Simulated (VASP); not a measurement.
A run of VASP 6.6.1 is set up as follows.

File INCAR:

```
PREC = Accurate
ENCUT = 450
EDIFF = 1E-6
ISMEAR = 0
SIGMA = 0.02
LREAL = F
LASPH = T
NELM = 100
ALGO = Normal
ISIF = 2
LWAVE = F
LCHARG = F
GGA = PE
NBANDS = 18
```

File KPOINTS:

```
Automatic mesh
0
Gamma
  4 4 4
```

POSCAR

```
PbS
1.0
    3.6536590000      0.0000000000      0.0000000000
    0.0000000000      3.6536590000      0.0000000000
    0.0000000000      0.0000000000      3.6536590000
Pb S
1 1
Direct
    0.0000000000      0.0000000000      0.0000000000
    0.5000000000      0.5000000000      0.5000000000
```

Potentials or basis: VASP PAW PBE potentials, release 64 (Pb_d_GW, S_GW).

The run is started by

```sh
$ cat potpaw_PBE.64/Pb_d_GW/POTCAR potpaw_PBE.64/S_GW/POTCAR > POTCAR
$ mpirun -np 1 vasp_std > vasp.out
```

(1) What does it give for the pressure?

(2) What does it give for the band gap on the k mesh?

## Answers

(1) -0.8 GPa.

(2) none (metal or under the smearing width).

Caveat: the k mesh is coarse (spacing up to 0.43 Å⁻¹), so the values aren't converged.
